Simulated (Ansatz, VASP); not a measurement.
## One calculation of MgO, two programs

```
CELL_PARAMETERS angstrom
3.17120 0.00000 0.00000
-1.58560 2.74634 0.00000
0.00000 0.00000 11.07460
ATOMIC_POSITIONS crystal
Mg 0.33333 0.66667 0.96949
Mg 0.00000 0.00000 0.22082
Mg 0.00000 0.00000 0.72082
Mg 0.66667 0.33333 0.46949
O 0.33333 0.66667 0.78004
O 0.00000 0.00000 0.52964
O 0.00000 0.00000 0.02964
O 0.66667 0.33333 0.28004
```

Alike in both runs: task single point; functional PBE; k mesh 9 × 9 × 2; occupations gaussian, width 0.05 eV; no spin polarisation.

|  | VASP | Ansatz |
| --- | --- | --- |
| version | VASP 6.6.1 | Ansatz 0.2.0 |
| potentials or method | VASP PAW PBE potentials, release 64 (Mg, O) | scalar-relativistic, plane waves, PAW |
| plane-wave cutoff (eV) | 520 | 520 |
| valence electrons in the cell | 32 | 64 |

VASP gave:

| Property | Result |
| --- | --- |
| gap on the k mesh at the Fermi level (eV) | 3.49 |
| least direct gap on the mesh (eV) | 3.49 |
| pressure (GPa) | 2.9 |
| largest component of the traceless stress (GPa) | 12.32 |
| rms of the force components (eV/Å) | 0.326 |

Estimate Ansatz's values.

gap on the k mesh at the Fermi level (eV): 3.51; least direct gap on the mesh (eV): 3.51; pressure (GPa): 3.3; largest component of the traceless stress (GPa): 12.15; rms of the force components (eV/Å): 0.321.

Atom by atom the forces differ by 0.004 eV/Å (rms over components). The two sets of potentials don't hold the same shells in valence.
